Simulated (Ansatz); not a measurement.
**Zone-centre modes in MgO**

These are results of Ansatz 0.2.0, DFT PBE, scalar-relativistic, plane waves, PAW, not measurements. Settings: plane waves to 420 eV, k-mesh 8×6×4 (Γ-centred), Gaussian smearing 0.05 eV. No spin polarisation.

Reference structure (relaxed at this level; this wurtzite form isn't the usual structure):

```xyz
8
Lattice="-3.3151 0.0000 0.0000 0.0000 0.0000 -5.1181 0.0000 -5.7419 0.0000" Properties=species:S:1:pos:R:3 pbc="T T T"
Mg   -1.6575   -0.9570   -5.0865
Mg    0.0000   -3.8279   -5.0865
Mg    0.0000   -1.9140   -2.5274
Mg   -1.6575   -4.7849   -2.5274
O    -1.6575   -0.9570   -3.0790
O     0.0000   -3.8279   -3.0790
O     0.0000   -1.9140   -0.5199
O    -1.6575   -4.7849   -0.5199
```

Harmonic modes by finite displacements of 0.02 Å, without the LO–TO term. The cell doubles the primitive one, so its zone centre also holds the primitive cell's point q = (0, 1/2, 0).

(1) At this geometry, is the structure stable against these modes?

(2) List the wavenumbers in cm⁻¹.

Results:

(1) Yes: no mode is imaginary beyond 10 cm⁻¹, and only the three translations lie near zero.

(2) 0, 0, 0, 151, 186, 186, 233, 271, 326, 372, 406, 428, 430, 457, 482, 494, 498, 498, 502, 502, 505, 516, 532, 550.

Cost: 1 run of about 2.1 core-minutes, on Intel Xeon Platinum 8488C (Sapphire Rapids) (shared hosts).